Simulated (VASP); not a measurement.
# SiC (P6_3mc) in VASP: a series of runs, part 2 of 3

VASP 6.6.1. Earlier steps stand in the parts before.

## 4. Relaxation of cell and atoms, LDA, target pressure 40 GPa, at which the enthalpy is minimised

This run uses another cell than the first one, of 9.41 Å³/atom, 0.909 times its volume.

The input, INCAR:

```
SYSTEM = SiC
ALGO = Normal
EDIFF = 1E-6
EDIFFG = -0.01
ENCUT = 600
IBRION = 2
ISIF = 3
ISMEAR = -1
KPAR = 4
LASPH = .True.
LCHARG = .False.
LREAL = .False.
LWAVE = .False.
NELM = 60
NSW = 60
PREC = Accurate
PSTRESS = 400
SIGMA = 0.05
```

The input, KPOINTS:

```
k-points
0
Gamma
  8 8 2
  0 0 0
```

The input, POSCAR:

```
SiC                                     
1.0
    2.9844994715     -0.0000000000      0.0000000000
   -1.4922497358      2.5846523599      0.0000000000
    0.0000000000      0.0000000000     14.6401062501
  Si              C             
     6     6
Direct
     0.0000000000000000    0.0000000000000000    0.9999861949952686
     0.3333333332999970    0.6666666667000030    0.1666776280079420
     0.6666666667000030    0.3333333332999970    0.3331789264403859
     0.0000000000000000    0.0000000000000000    0.4999861949952688
     0.6666666667000030    0.3333333332999970    0.6666776280079421
     0.3333333332999970    0.6666666667000030    0.8331789264403858
     0.0000000000000000    0.0000000000000000    0.1252945745796011
     0.3333333332999970    0.6666666667000030    0.2916869443046245
     0.6666666667000030    0.3333333332999970    0.4581757316721778
     0.0000000000000000    0.0000000000000000    0.6252945745796010
     0.6666666667000030    0.3333333332999970    0.7916869443046245
     0.3333333332999970    0.6666666667000030    0.9581757316721778
```

Potentials or basis: VASP PAW LDA potentials, release 64 (Si, C).

Launch:

```sh
$ cat potpaw_LDA.64/Si/POTCAR potpaw_LDA.64/C/POTCAR > POTCAR
$ mpirun -np 4 vasp_std > vasp.out
```

OUTCAR:

```text
SYSTEM = SiC
   EDIFF = 1E-6
   EDIFFG = -0.01
   ENCUT = 600
   IBRION = 2
   ISIF = 3
   ISMEAR = -1
   LASPH = .True.
   LREAL = .False.
   NELM = 60
   NSW = 60
   PREC = Accurate
   PSTRESS = 400

 ion  position               nearest neighbor table
   1  0.000  0.000  1.000-  12 1.83  12 1.83  12 1.83   7 1.83   2 2.99   2 2.99   2 2.99   6 2.99
                             6 2.99   6 2.99
   2  0.333  0.667  0.167-   7 1.83   7 1.83   7 1.83   8 1.83   3 2.99   3 2.99   3 2.99   1 2.99
                             1 2.99   1 2.99
   3  0.667  0.333  0.333-   8 1.83   8 1.83   8 1.83   9 1.83   2 2.99   2 2.99   2 2.99   4 2.99
                             4 2.99   4 2.99
   4  0.000  0.000  0.500-   9 1.83   9 1.83   9 1.83  10 1.83   5 2.99   5 2.99   5 2.99   3 2.99
                             3 2.99   3 2.99
   5  0.667  0.333  0.667-  10 1.83  10 1.83  10 1.83  11 1.83   6 2.99   6 2.99   6 2.99   4 2.99
                             4 2.99   4 2.99
   6  0.333  0.667  0.833-  11 1.83  11 1.83  11 1.83  12 1.83   5 2.99   5 2.99   5 2.99   1 2.99
                             1 2.99   1 2.99
   7  0.000  0.000  0.125-   2 1.83   2 1.83   2 1.83   1 1.83
   8  0.333  0.667  0.292-   3 1.83   3 1.83   3 1.83   2 1.83
   9  0.667  0.333  0.458-   4 1.83   4 1.83   4 1.83   3 1.83
  10  0.000  0.000  0.625-   5 1.83   5 1.83   5 1.83   4 1.83
  11  0.667  0.333  0.792-   6 1.83   6 1.83   6 1.83   5 1.83
  12  0.333  0.667  0.958-   1 1.83   1 1.83   1 1.83   6 1.83

  LATTYP: Found a hexagonal cell.
 ALAT       =     2.9844994715
 C/A-ratio  =     4.9053807481

  Lattice vectors:

 A1 = (   2.9844994715,   0.0000000000,   0.0000000000)
 A2 = (  -1.4922497358,   2.5846523599,   0.0000000000)
 A3 = (   0.0000000000,   0.0000000000,  14.6401062501)

Analysis of symmetry for initial positions (statically):
=====================================================================
 Subroutine PRICEL returns:
 Original cell was already a primitive cell.

 Routine SETGRP: Setting up the symmetry group for a
 hexagonal supercell.

 Subroutine GETGRP returns: Found 12 space group operations
 (whereof  6 operations were pure point group operations)
 out of a pool of 24 trial point group operations.

The static configuration has the point symmetry C_3v.
 The point group associated with its full space group is C_6v.

Analysis of symmetry for dynamics (positions and initial velocities):
=====================================================================
 Subroutine PRICEL returns:
 Original cell was already a primitive cell.

 Routine SETGRP: Setting up the symmetry group for a
 hexagonal supercell.

 Subroutine GETGRP returns: Found 12 space group operations
 (whereof  6 operations were pure point group operations)
 out of a pool of 24 trial point group operations.

The dynamic configuration has the point symmetry C_3v.
 The point group associated with its full space group is C_6v.

 Subroutine INISYM returns: Found 12 space group operations
 (whereof  6 operations are pure point group operations),
 and found     1 'primitive' translations

----------------------------------------------------------------------------------------

                                     Primitive cell

  volume of cell :     112.9322

  direct lattice vectors                    reciprocal lattice vectors
     2.984499471  0.000000000  0.000000000     0.335064559  0.193449613  0.000000000
    -1.492249736  2.584652360  0.000000000     0.000000000  0.386899227  0.000000000
     0.000000000  0.000000000 14.640106250     0.000000000  0.000000000  0.068305515

  length of vectors
     2.984499471  2.984499472 14.640106250     0.386899227  0.386899227  0.068305515
[... 46 lines left out ...]
     0.048362403  0.048362403  0.034152758

  Shift w.r.t. Gamma in fractional coordinates (k-lattice)
     0.000000000  0.000000000  0.000000000

 Subroutine IBZKPT returns following result:
 ===========================================

 Found     20 irreducible k-points:

 Following reciprocal coordinates:
            Coordinates               Weight
  0.000000  0.000000  0.000000      1.000000
  0.125000  0.000000  0.000000      6.000000
  0.250000  0.000000  0.000000      6.000000
  0.375000 -0.000000  0.000000      6.000000
  0.500000  0.000000  0.000000      3.000000
  0.125000  0.125000  0.000000      6.000000
[... 12 lines left out ...]
  0.250000  0.250000  0.500000      6.000000
  0.375000  0.250000  0.500000      6.000000
   k-points           NKPTS =     20   k-points in BZ     NKDIM =     20   number of bands    NBANDS=     31
   number of dos      NEDOS =    301   number of ions     NIONS =     12
   total plane-waves  NPLWV =  69120
   dimension x,y,z NGX =    24 NGY =   24 NGZ =  120
   dimension x,y,z NGXF=    48 NGYF=   48 NGZF=  240
   ions per type =               6   6
   NGX,Y,Z   is equivalent  to a cutoff of  13.37, 13.37, 13.63 a.u.
   NGXF,Y,Z  is equivalent  to a cutoff of  26.74, 26.74, 27.25 a.u.
 SYSTEM =  SiC
   PREC   = accura    normal or accurate (medium, high low for compatibility)
   ISTART =      0    job   : 0-new  1-cont  2-samecut
   ICHARG =      2    charge: 1-file 2-atom 10-const
   ISPIN  =      1    spin polarized calculation?
   LNONCOLLINEAR =      F non collinear calculations
   LSORBIT =      F    spin-orbit coupling
   LASPH  =      T    aspherical Exc in radial PAW
   ENCUT  =  600.0 eV  44.10 Ry    6.64 a.u.   5.96  5.96 29.24*2*pi/ulx,y,z
   NELM   =     60;   NELMIN=  2; NELMDL= -5     # of ELM steps
   EDIFF  = 0.1E-05   stopping-criterion for ELM
   LREAL  =      F    real-space projection
   EDIFFG = -.1E-01   stopping-criterion for IOM
   NSW    =     60    number of steps for IOM
   IBRION =      2    ionic relax: 0-MD 1-quasi-New 2-CG
   NFREE  =      1    steps in history (QN), initial steepest desc. (CG)
   ISIF   =      3    stress and relaxation
   ISYM   =      2    0-nonsym 1-usesym 2-fastsym
   POTIM  = 0.5000    time-step for ionic-motion
   TEBEG  =    0.0;   TEEND  =   0.0 temperature during run
   PSTRESS=  400.0 pullay stress
   NELECT =      48.0000    total number of electrons
   NUPDOWN=      -1.0000    fix difference up-down
   EMIN   =  10.00;   EMAX   =-10.00  energy-range for DOS
   EFERMI =   0.00;   METHOD = LEGACY
   ISMEAR =    -1;   SIGMA  =   0.05  broadening in eV -4-tet -1-fermi 0-gaus
   EFERMI_NEDOS =   21; number of points for ismear=-14 and -15
   IALGO  =     38    algorithm
   IMIX   =      4    mixing-type and parameters
     AMIX     =   0.40;   BMIX     =  1.00
     AMIX_MAG =   1.60;   BMIX_MAG =  1.00
  volume/ion in A,a.u.               =       9.41        63.51
  Fermi-wavevector in a.u.,A,eV,Ry     =   1.230881  2.326027 20.613741  1.515067
  Thomas-Fermi vector in A             =   2.365712
   LORBIT       =      0    0 simple, 1 ext, 2 COOP (PROOUT), +10 PAW based schemes
   GGA     = CA    functional components
   LHFCALC =     F    Hartree Fock is set to
   AEXX    =    0.0000 exact exchange contribution
   IVDW    =     0    specifies the selected vdW correction
   LEPSILON=     F    determine dielectric tensor
   LRPA    =     F    only Hartree local field effects (RPA)
 conjugate gradient relaxation of ions
 non-spin polarized calculation
  energy-cutoff  :      600.00
  volume of cell :      112.93
 maximum number of plane-waves:      3810
 NGX is ok and might be reduce to    24
   NGX = 11   NGY = 11   NGZ = 59

--------------------------------------- Ionic step        1  -------------------------------------------

 number of electron      48.0000001 magnetization

 Free energy of the ion-electron system (eV)
  ---------------------------------------------------
  ext. energy  EPLUGINS =         0.00000000
  ---------------------------------------------------
  free energy    TOTEN  =       -99.34482139 eV

  energy without entropy =      -99.34482139  energy(sigma->0) =      -99.34482139

------------------------ aborting loop because EDIFF is reached ----------------------------------------

  FORCE on cell =-STRESS in cart. coord.  units (eV):
  Direction    XX          YY          ZZ          XY          YZ          ZX
  --------------------------------------------------------------------------------------
  -------------------------------------------------------------------------------------
  Total       14.1251271     14.1251271     14.1171456     -0.0000000      0.0000000      0.0000000
  in kB      200.3941664    200.3941664    200.2809318     -0.0000000      0.0000000      0.0000000
  external PRESSURE =    -199.6435784 kB  Pullay stress =     400.0000000 kB
[... 275 lines left out ...]
--------------------------------------- Ionic step        7  -------------------------------------------

 number of electron      48.0000001 magnetization

 Free energy of the ion-electron system (eV)
  ---------------------------------------------------
  ext. energy  EPLUGINS =         0.00000000
  ---------------------------------------------------
  free energy    TOTEN  =       -98.14372646 eV

  energy without entropy =      -98.14372646  energy(sigma->0) =      -98.14372646

 E-fermi :  10.9254     XC(G=0): -12.2234

 val. band max:        9.9586013957   @ k =   0.0000   0.0000   0.0000
 cond. band min:      11.8896795567   @ k =   0.5000   0.0000   0.0000
 fundamental gap:      1.9310781609
 Fermi energy:        10.9254108068

 k-point     1 :       0.0000    0.0000    0.0000
  band No.  band energies     occupation
      1      -6.6671      2.00000
      2      -6.0789      2.00000
      3      -6.0349      2.00000
      4      -4.3194      2.00000
      5      -4.2899      2.00000
      6      -2.4319      2.00000
[... 712 lines left out ...]
  energy  without entropy=      -98.1437264575  energy(sigma->0) =      -98.14372646

  enthalpy is  TOTEN    =       -71.5735904316 eV   P V=       26.5701360264

 reached required accuracy - stopping structural energy minimisation
```

It took 70 s on 4 MPI ranks of Intel Xeon Platinum 8488C (Sapphire Rapids), shared host; peak memory 0.23 GiB.

What came out:

| Item | Value |
| --- | --- |
| Free energy | -98.1437 eV |
| Relaxed volume | 8.87 Å³/atom |
| Relaxed cell | a = 2.926 Å, b = 2.926 Å, c = 14.351 Å, α = 90.00°, β = 90.00°, γ = 120.00° |
| Space group after relaxing (to 0.05 Å) | P6_3mc (No. 186) |
| Energy change on relaxing (the enthalpy is what falls) | +100.1 meV/atom |
| Ionic steps | 7 |
| Pressure after relaxing | 40.0 GPa |
| Largest force after relaxing | 0.009 eV/Å |
| Band gap on the k mesh | 1.93 eV, indirect (least direct gap 3.06 eV) |

Forces in eV/Å, atoms in the order of the input:
```
Si   0.000  0.000  0.000
Si   0.000  0.000 -0.008
Si   0.000  0.000 -0.004
Si   0.000  0.000  0.000
Si   0.000  0.000 -0.008
Si   0.000  0.000 -0.004
C    0.000  0.000  0.006
C    0.000  0.000 -0.003
C    0.000  0.000  0.009
C    0.000  0.000  0.006
C    0.000  0.000 -0.003
C    0.000  0.000  0.009
```

The path:
```csv
step,energy change (eV),largest force (eV/Å),pressure (GPa),volume (Å³)
1,0.0000,0.0058,20.04,112.93
2,5.8243,0.0780,91.95,94.83
3,1.1423,0.0211,39.16,106.66
4,1.1964,0.0219,39.92,106.44
5,1.2282,0.0224,40.36,106.32
6,1.1617,0.0329,39.43,106.58
7,1.2011,0.0088,39.98,106.43
```

Final structure:
```
CELL_PARAMETERS angstrom
2.92625 0.00000 0.00000
-1.46312 2.53421 0.00000
0.00000 0.00000 14.35130
ATOMIC_POSITIONS crystal
Si 0.00000 0.00000 0.00001
Si 0.33333 0.66667 0.16666
Si 0.66667 0.33333 0.33317
Si 0.00000 0.00000 0.50001
Si 0.66667 0.33333 0.66666
Si 0.33333 0.66667 0.83317
C 0.00000 0.00000 0.12529
C 0.33333 0.66667 0.29168
C 0.66667 0.33333 0.45819
C 0.00000 0.00000 0.62529
C 0.66667 0.33333 0.79168
C 0.33333 0.66667 0.95819
```

Levels at points of the mesh, in eV from the valence-band top:
| k point | band 22 | band 23 | band 24 | band 25 | band 26 | band 27 |
| --- | --- | --- | --- | --- | --- | --- |
| (0.00, 0.00, 0.00) | -0.04 | 0.00 | 0.00 | 6.53 | 6.67 | 7.15 |
| (0.50, 0.00, 0.00) | -1.91 | -1.79 | -1.13 | 1.93 | 2.20 | 3.40 |
| (0.00, 0.00, 0.50) | -0.10 | -0.10 | -0.10 | 6.59 | 6.59 | 7.35 |
| (0.50, 0.00, 0.50) | -1.81 | -1.36 | -1.36 | 2.02 | 2.02 | 3.60 |

Caveat: the cell is relaxed towards a set pressure, so the enthalpy falls and the energy may rise. A k mesh can miss the band edges.

(Part 2 of 3 ends here.)
